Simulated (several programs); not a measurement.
**What each method gives for MoTe2 (CdCl2 type)**

MoTe2 built on the CdCl2 prototype, relaxed with r2SCAN+rVV10 in Ansatz, was computed with several methods. The symmetry is R-3m (No. 166, trigonal); conventional cell a = 3.502 Å, c = 21.206 Å, 25.02 Å³ an atom. Mo is surrounded by 6 Te at 2.73 Å; Te is surrounded by 3 Mo at 2.73 Å. Values at 0 K without nuclear motion; spin polarisation is off, and the phase may be a hypothetical one.

```
CELL_PARAMETERS angstrom
1.75095 1.01091 7.06877
-1.75095 1.01091 7.06877
0.00000 -2.02183 7.06877
ATOMIC_POSITIONS crystal
Mo 0.00000 0.00000 0.00000
Te 0.24656 0.24656 0.24656
Te 0.75344 0.75344 0.75344
```

Gaps and times are for a single point on this cell; volume and bulk modulus come from each method's own relaxation or energy curve at fixed shape, which is too stiff where a cell has free coordinates or axes. Times are rough, from shared hosts (Arm Neoverse V1), and each method has its own mesh and cell size. A double dagger marks a value from a curve with shape and coordinates held. PM6 (MOPAC), PM7 (MOPAC), GFN1-xTB (tblite) treat a cluster of cells at its zone centre, which samples few k points: where these miss a band edge, the gap comes out too large for that reason alone. Gaps from k meshes are read at a limited set of points (mesh, symmetry points, PBE's band edges), so each method's own least gap may be somewhat smaller. xTB and the PM methods were fitted mostly to molecules, and can miss a solid's gap by electronvolts. Minimal bases can be far off for gaps. Times of the plane-wave ladder aren't listed, since it ran on unlike processors and cards. Curves at held shape can't give the bulk modulus of a layered or molecular crystal, so none is listed. d marks a direct gap, i an indirect one (no mark: not told apart), a dash a value that wasn't computed or didn't pass its checks.

```json
{"method": "PBE-D3(BJ)", "kind": "semilocal", "gap (eV)": "–", "own volume (Å³/atom)": "23.51", "bulk modulus (GPa)": "–", "atoms computed": "3", "processor time": "–"}
{"method": "r2SCAN+rVV10", "kind": "semilocal", "gap (eV)": "–", "own volume (Å³/atom)": "25.02", "bulk modulus (GPa)": "–", "atoms computed": "3", "processor time": "–"}
{"method": "PBE-D4", "kind": "semilocal", "gap (eV)": "–", "own volume (Å³/atom)": "23.58", "bulk modulus (GPa)": "–", "atoms computed": "3", "processor time": "–"}
{"method": "light PBE (260 eV and a coarse mesh)", "kind": "light plane-wave", "gap (eV)": "overlap 0.35", "own volume (Å³/atom)": "–", "bulk modulus (GPa)": "–", "atoms computed": "3", "processor time": "1.7 s"}
{"method": "LDA", "kind": "semilocal", "gap (eV)": "overlap 0.35", "own volume (Å³/atom)": "–", "bulk modulus (GPa)": "–", "atoms computed": "3", "processor time": "–"}
{"method": "PBE", "kind": "semilocal", "gap (eV)": "overlap 0.34", "own volume (Å³/atom)": "–", "bulk modulus (GPa)": "–", "atoms computed": "3", "processor time": "–"}
{"method": "GFN1-xTB (tblite)", "kind": "tight binding", "gap (eV)": "0.09", "own volume (Å³/atom)": "23.55‡", "bulk modulus (GPa)": "–", "atoms computed": "cluster", "processor time": "8.8 s"}
{"method": "PM7 (MOPAC)", "kind": "semi-empirical", "gap (eV)": "2.74", "own volume (Å³/atom)": "–", "bulk modulus (GPa)": "–", "atoms computed": "cluster", "processor time": "14 s"}
{"method": "PBE+SOC", "kind": "semilocal", "gap (eV)": "overlap 0.21", "own volume (Å³/atom)": "–", "bulk modulus (GPa)": "–", "atoms computed": "3", "processor time": "–"}
{"method": "r2SCAN", "kind": "semilocal", "gap (eV)": "overlap 0.33", "own volume (Å³/atom)": "–", "bulk modulus (GPa)": "–", "atoms computed": "3", "processor time": "–"}
{"method": "PBE/single zeta (GPAW)", "kind": "small basis", "gap (eV)": "overlap 0.17", "own volume (Å³/atom)": "–", "bulk modulus (GPa)": "–", "atoms computed": "3", "processor time": "35 s"}
{"method": "PBE/SZV (CP2K)", "kind": "small basis", "gap (eV)": "overlap 0.14", "own volume (Å³/atom)": "–", "bulk modulus (GPa)": "–", "atoms computed": "3", "processor time": "46 s"}
{"method": "PM6 (MOPAC)", "kind": "semi-empirical", "gap (eV)": "2.25", "own volume (Å³/atom)": "–", "bulk modulus (GPa)": "–", "atoms computed": "cluster", "processor time": "87 s"}
{"method": "PBE0", "kind": "hybrid", "gap (eV)": "0.57 i", "own volume (Å³/atom)": "–", "bulk modulus (GPa)": "–", "atoms computed": "3", "processor time": "–"}
{"method": "PBE/DZVP (CP2K)", "kind": "small basis", "gap (eV)": "overlap 0.34", "own volume (Å³/atom)": "26.05‡", "bulk modulus (GPa)": "–", "atoms computed": "3", "processor time": "110 s"}
{"method": "HSE06", "kind": "hybrid", "gap (eV)": "overlap 0.31", "own volume (Å³/atom)": "–", "bulk modulus (GPa)": "–", "atoms computed": "3", "processor time": "–"}
```

Runs without a result: GFN2-xTB (tblite) (single point).

With PBE and r2SCAN the bands overlap or touch, or nearly. Semilocal functionals can close a real gap, so this doesn't show a metal; small gaps of other methods may in turn close between the points read or with spin-orbit coupling, and the solid may be a semimetal.

Only the rows marked +SOC include spin-orbit coupling.
